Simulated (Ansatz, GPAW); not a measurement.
# A Ga chain with one P atom in line: relaxation, then transmission at several levels, part 4 of 4

Aim: the conductance of a Ga chain with one P atom in line after relaxation, and whether geometry, basis or functional moves it most.

GPAW 26.7.0 and Ansatz 0.2.0; Ansatz plane waves; relaxation of the junction with the lead ends held; PAW set soft_1 (the session's first sound run).

So far, transmission at the Fermi level (one spin): step 3 (plane waves, PBE) 0.171; step 5 (GPAW, szp: basis = "szp(dzp)", PBE, GPAW) 0.187; step 6 (GPAW, sz: basis = "sz(dzp)", PBE, GPAW) 0.186; step 7 (revPBE in the dzp basis: xc = "revPBE") 0.170; step 8 (the structure as built: geometry = "as built", PBE, GPAW) 1.75.

## Step 11: Functional RPBE, mixing 0.25, mixing history 3: xc = "RPBE", beta = 0.25 and nmaxold = 3

The functional moves levels against the Fermi level. Mixing changes the road to self-consistency, not its end. The mixing history changes the road to self-consistency, not its end.

This step: GPAW LCAO, PAW setups; Landauer transmission from Green's functions with principal layers (ASE), zero bias (GPAW 26.7.0).

File run.py:

```python
import json
import numpy as np
from ase import Atoms
from ase.transport.calculators import TransportCalculator
from gpaw import GPAW, FermiDirac
from gpaw.lcao.tools import get_lcao_hamiltonian
from scipy.linalg import eigh

# The junction with lead layers at both ends, along the third cell vector
device = Atoms(
    ['Ga', 'Ga', 'Ga', 'Ga', 'Ga', 'Ga', 'P', 'Ga', 'Ga', 'Ga', 'Ga', 'Ga', 'Ga'],
    positions=[
        [4.50000, 4.50000, 1.27500],
        [4.50000, 4.50000, 3.82500],
        [4.50000, 4.50000, 6.37500],
        [4.50000, 4.50000, 8.92500],
        [5.29312, 3.85391, 11.57395],
        [4.66038, 4.39849, 14.35711],
        [5.48257, 3.81126, 16.38885],
        [4.65094, 4.42479, 18.38333],
        [4.09626, 5.48706, 21.00858],
        [4.50000, 4.50000, 23.64660],
        [4.50000, 4.50000, 26.19660],
        [4.50000, 4.50000, 28.74660],
        [4.50000, 4.50000, 31.29660]],
    cell=[[9.0, 0.0, 0.0], [0.0, 9.0, 0.0], [0.0, 0.0, 32.5716]],
    pbc=True)

# One principal layer of the lead: the first 3 atoms of the device
lead = Atoms(
    ['Ga', 'Ga', 'Ga'],
    positions=[
        [4.50000, 4.50000, 1.27500],
        [4.50000, 4.50000, 3.82500],
        [4.50000, 4.50000, 6.37500]],
    cell=[[9.0, 0.0, 0.0], [0.0, 9.0, 0.0], [0.0, 0.0, 7.65]],
    pbc=True)

settings = dict(mode='lcao', basis='dzp', xc='RPBE', h=0.2,
                occupations=FermiDirac(0.1), maxiter=250,
                mixer=dict(beta=0.25, nmaxold=3, weight=100.0),
                convergence=dict(density=0.0001))
energies = np.arange(-2, 2 + 1e-9, 0.025)
eta = 0.0001
n1, n2 = 1, 1
# k and -k transmit alike, so half of the mesh across the current serves
mesh = [(i, j) for i in range(n1) for j in range(n2) if (i, j) <= (-i % n1, -j % n2)]
weights = np.array([1 if (i, j) == (-i % n1, -j % n2) else 2 for i, j in mesh]) / (n1 * n2)


def ground_state(atoms, size, txt):
    atoms.calc = GPAW(kpts={'size': size, 'gamma': True}, symmetry={'tolerance': 1e-3}, txt=txt, **settings)
    atoms.get_potential_energy()
    return atoms.calc.get_fermi_level()


def blocks(atoms, fermi, points, nz, cells):
    """H - E_F S and S between cell 0 and the cells above it, at each point across the current."""
    kz = np.arange(nz) / nz
    calc = atoms.calc.fixed_density(kpts=[(*k, z) for k in points for z in kz], symmetry='off', txt=None)
    H, S = get_lcao_hamiltonian(calc)
    H = (H - fermi * S).reshape(len(H), len(points), nz, *S.shape[1:])
    S = S.reshape(H.shape[1:])
    phases = [np.exp(-2j * np.pi * kz * R) / nz for R in cells]
    return [(np.einsum('skzij,z->ksij', H, p), np.einsum('kzij,z->kij', S, p)) for p in phases]


def pair(a, b):
    return np.block([[a, b], [b.T.conj(), a]])


def count_channels(h, s, cells, nk=240):
    """Half the number of times that the lead's bands cross each energy, unfolded to its shortest repeat."""
    b = len(h) // cells
    bands = []
    for k in (np.arange(nk + 1) + 0.5) / nk:
        hk, sk = h[:b, :b].copy(), s[:b, :b].copy()
        for R in range(1, cells):
            phase, block = np.exp(2j * np.pi * k * R), slice(R * b, (R + 1) * b)
            hk += h[:b, block] * phase + (h[:b, block] * phase).T.conj()
            sk += s[:b, block] * phase + (s[:b, block] * phase).T.conj()
        w, u = eigh(sk)
        x = u[:, w > 1e-5] / w[w > 1e-5]**0.5  # drop near-dependent combinations
        bands.append(np.r_[eigh(x.T.conj() @ hk @ x, eigvals_only=True), [1e9] * (w <= 1e-5).sum()])
    below = np.array(bands)[:, :, None] < energies
    return (below[1:] != below[:-1]).sum((0, 1)) / 2


fermi_lead = ground_state(lead, (1, 1, 15), 'lead.txt')
fermi_device = ground_state(device, (1, 1, 3), 'device.txt')
T, channels, eigen, tail, misfit, shifts = [], [], [], 0.0, 0.0, []
for first in range(0, len(mesh), 657):
    points = [(i / n1, j / n2) for i, j in mesh[first:first + 657]]
    (H0k, S0k), (H1k, S1k), (H2k, _) = blocks(lead, fermi_lead, points, 5, range(3))
    [(Hk, Sk)] = blocks(device, fermi_device, points, 2, [0])
    tail = max(tail, abs(H2k).max())
    for H0, S0, H1, S1, H, S in zip(H0k, S0k, H1k, S1k, Hk, Sk):
        n = len(S0)
        # Shift the lead onto the potential of the device's first layer
        shift = ((H[:, 0, 0] - H0[:, 0, 0]) / S0[0, 0]).real.mean()
        shifts.append(shift)
        misfit = max(misfit, abs(H[:, :n, :n] - H0 - shift * S0).max())
        Tk, Ck, Ek = [], [], []
        for s in range(len(H)):
            t = s % len(H0)  # a lead without moments serves both spins
            h1, s1 = pair(H0[t] + shift * S0, H1[t] + shift * S1), pair(S0, S1)
            leads = dict(h1=h1, s1=s1, energies=energies, eta=eta, eta1=eta, eta2=eta)
            calc = TransportCalculator(h=H[s], s=S, eigenchannels=3, **leads)
            Tk.append(calc.get_transmission())
            Ek.append(np.sort(calc.eigenchannels_ne, axis=0)[::-1])
            Ck.append(count_channels(h1, s1, 6))
        T.append(Tk)
        channels.append(Ck)
        eigen.append(Ek)
T, channels = np.array(T), np.array(channels)
mean, open_channels = np.einsum('kse,k->se', T, weights), np.einsum('kse,k->se', channels, weights)

print(f'basis functions: device {len(S)}, principal layer {n}')
print(f'Fermi level: lead {fermi_lead:.4f} eV, device {fermi_device:.4f} eV; lead shifted by {np.mean(shifts):.4f} eV')
print(f'largest coupling past the next layer {tail:.2e} eV, largest misfit of the first layer {misfit:.3f} eV')
print('  E-E_F (eV)   ' + 'T (one spin)  channels')
for e, t, c in zip(energies, mean.T, open_channels.T):
    print(f'{e:10.3f}  ', *[f'{x:11.4e}' for x in t], *[f'{x:9.4f}' for x in c])

kT = 8.617333e-5 * 300
fine = np.linspace(energies[0], energies[-1], 4001)
both = np.exp(np.interp(fine, energies, np.log(np.maximum(mean.sum(0) * 2 / len(mean), 1e-30))))
fermi = lambda mu: 1 / (1 + np.exp(np.clip((fine - mu) / kT, -200, 200)))
slope = fermi(0) * (1 - fermi(0)) / kT
G = np.trapezoid(both * slope, fine) / 2
seebeck = -np.trapezoid(both * slope * fine, fine) / (2 * G * 300) * 1e6
print(f'conductance at 300 K: {G:.5g} G0 a cell; thermopower {seebeck:.4g} uV/K')
bias = [0.1, 0.2, 0.5, 1.0, 1.5, 2.0]
current = [38.74 * np.trapezoid(both * (fermi(V / 2) - fermi(-V / 2)), fine) for V in bias]
for V, I in zip(bias, current):
    print(f'current from the zero-bias T(E) at {V} V: {I:.5g} uA')
zero = abs(energies).argmin()
json.dump(dict(energies=energies.tolist(), T=mean.tolist(), channels=open_channels.tolist(), G=G, seebeck=seebeck,
               bias=bias, current=current, tail=tail, misfit=misfit, shift=np.mean(shifts), n_device=len(S), n_lead=n,
               fermi=[fermi_lead, fermi_device], energy=device.get_potential_energy(),
               moments=device.get_magnetic_moments().tolist(), mesh=mesh, weights=weights.tolist(),
               T_k=T[:, :, zero].tolist(), eigen=np.array(eigen[0]).tolist()), open('result.json', 'w'))
```

Started as:

```sh
$ OMP_NUM_THREADS=1 OPENBLAS_NUM_THREADS=1 python run.py
```

Output:

```text
basis functions: device 169, principal layer 39
Fermi level: lead -2.7535 eV, device -2.6724 eV; lead shifted by -0.0313 eV
largest coupling past the next layer 6.04e-05 eV, largest misfit of the first layer 0.046 eV
  E-E_F (eV)   T (one spin)  [channel counts left out]
    -2.000    6.6249e-02
    -1.975    6.6633e-02
    -1.950    6.7124e-02
    -1.925    6.7724e-02
    -1.900    6.8435e-02
    -1.875    6.9262e-02
    -1.850    7.0208e-02
    -1.825    7.1277e-02
    -1.800    7.2473e-02
    -1.775    7.3799e-02
    -1.750    7.5260e-02
    -1.725    7.6858e-02
    -1.700    7.8598e-02
    -1.675    8.0480e-02
    -1.650    8.2512e-02
    -1.625    8.4703e-02
[...]
1.825    2.0132e+00
     1.850    2.0446e+00
     1.875    2.0772e+00
     1.900    2.1104e+00
     1.925    2.1437e+00
     1.950    2.1762e+00
     1.975    2.2069e+00
     2.000    2.2349e+00
conductance at 300 K: 0.16964 G0 a cell; thermopower -19.83 uV/K
current from the zero-bias T(E) at 0.1 V: 1.3106 uA
current from the zero-bias T(E) at 0.2 V: 2.6002 uA
current from the zero-bias T(E) at 0.5 V: 6.3187 uA
current from the zero-bias T(E) at 1.0 V: 14.818 uA
current from the zero-bias T(E) at 1.5 V: 30.877 uA
current from the zero-bias T(E) at 2.0 V: 54.975 uA
```

Elapsed: 2.5 min, on 1 thread of Intel Xeon Platinum 8488C (Sapphire Rapids), shared host; peak memory 0.94 GiB.

Numbers from this step:

| Property | Result |
| --- | --- |
| conductance | 0.1696 G₀ |
| thermopower | -19.83 μV/K |
| largest coupling past the next principal layer | 6.04e-5 eV |
| largest misfit of the first principal layer | 0.04570 eV |
| shift that aligns the lead | -0.03130 eV |
| transmission at the Fermi level (one spin) | 0.1711 |

One spin. Transmission, zone mean against energy, zero at the Fermi level:

```tsv
energy (eV)	transmission, zone mean
-2.000	0.0662
-1.900	0.0684
-1.800	0.0725
-1.700	0.0786
-1.600	0.0871
-1.500	0.116
-1.400	0.0746
-1.300	0.0295
-1.200	0.00978
-1.100	0.0834
-1.000	0.0806
-0.900	0.0516
-0.800	0.0303
-0.700	0.0178
-0.600	0.0107
-0.500	0.00663
-0.400	0.00430
-0.300	0.00289
-0.200	0.0499
-0.100	0.119
0.000	0.171
0.100	0.211
0.200	0.261
0.300	0.335
0.400	0.449
0.500	0.601
0.600	0.776
0.700	0.945
0.800	1.10
0.900	1.23
1.000	1.36
1.100	1.47
1.200	1.57
1.300	1.64
1.400	1.70
1.500	1.75
1.600	1.81
1.700	1.88
1.800	1.98
1.900	2.11
2.000	2.23
```

Not self-consistent under bias; the bias window is split evenly. The current through one cell, from the zero-bias transmission by bias:

```tsv
bias (V)	current through one cell, from the zero-bias transmission (μA)
0.100	1.31
0.200	2.60
0.500	6.32
1.000	14.8
1.500	30.9
2.000	55.0
```

The transmission of the three most open eigenchannels by energy, zero at the Fermi level:

```tsv
energy (eV)	channel 1	channel 2	channel 3
-2.000	0.0662	0	0
-1.900	0.0684	0	0
-1.800	0.0725	0	0
-1.700	0.0786	0	0
-1.600	0.0871	0	0
-1.500	0.116	0	0
-1.400	0.0746	0	0
-1.300	0.0295	0	0
-1.200	0.00978	0	0
-1.100	0.0834	0	0
-1.000	0.0806	0	0
-0.900	0.0516	0	0
-0.800	0.0303	0	0
-0.700	0.0178	0	0
-0.600	0.0107	0	0
-0.500	0.00663	0	0
-0.400	0.00430	5.9e-12	0
-0.300	0.00289	1.3e-8	5.6e-10
-0.200	0.0297	0.0147	0.00543
-0.100	0.0634	0.0409	0.0143
0.000	0.0893	0.0595	0.0222
0.100	0.107	0.0743	0.0306
0.200	0.129	0.0898	0.0422
0.300	0.168	0.107	0.0596
0.400	0.235	0.130	0.0829
0.500	0.324	0.166	0.111
0.600	0.414	0.219	0.143
0.700	0.478	0.288	0.179
0.800	0.509	0.366	0.221
0.900	0.540	0.426	0.268
1.000	0.607	0.435	0.318
1.100	0.681	0.426	0.367
1.200	0.740	0.425	0.403
1.300	0.780	0.451	0.410
1.400	0.806	0.473	0.421
1.500	0.821	0.491	0.439
1.600	0.829	0.526	0.452
1.700	0.834	0.593	0.455
1.800	0.843	0.683	0.457
1.900	0.883	0.764	0.463
2.000	0.965	0.800	0.470
```

The conductance, 0.170 G₀, lies 5.6 % below that of the dzp run.

## Step 12: Summary of results

| Item | Value |
| --- | --- |
| conductance | 0.180 G₀ |
| transmission at the Fermi level, mean of the spins | 0.181 |
| thermopower | -19.7 μV/K |

In the dzp basis the junction conducts 0.180 G₀ at 300 K, with T = 0.181 a spin at the Fermi level; the sz basis reaches that conductance within 10 %. Relaxation moved atoms by up to 1.2 Å and took the conductance from 1.74 to 0.180 G₀, as a ratio a larger change than the step from dzp to the minimal basis. Plane waves (PBE) give T = 0.171 there. At the Fermi level the three most open eigenchannels pass 0.095, 0.063 and 0.024. The negative thermopower says that the thermally weighted transmission is larger above the Fermi level, as for electron-like transport. Measured against the first run (pw-pbe), the nearest curve is that of dzp (r.m.s. 0.090) and the farthest that of asbuilt (0.90). Over the compared runs wall time goes from 44 s (sz) to 67 s (dzp-revPBE), on a shared host; the plane-wave run used 4 threads and the orbital runs 1. The leads kept an estimated spacing and the cell its length, so the junction may be under some tension or compression. The run had no spin polarisation, so a magnetic state, which chains and small molecules with open shells often have, wasn't tested. Energies count from the junction cell's Fermi level; in the run with T = 0.181 there, the aligned lead's own level lies at -0.031 eV, where T interpolates to 0.167; the finite cell leaves the answer open by at least that much. An evenly spaced straight chain is an idealisation: free chains tend to dimerise, zigzag or, where a band edge lies near the Fermi level, turn magnetic. The currents use the zero-bias T(E) throughout, which holds only while the bias is small against the distance to the nearest feature.

[Logs are printed without paths, hosts, clocks, repeated set-up lines and the standing remarks that a program may print on its own settings, such as how far it seeks lower states.]

[Hosts, paths, dates, database ids (printed as entryN), source tags and the programs' standing remarks are cut or masked in the printed files.]
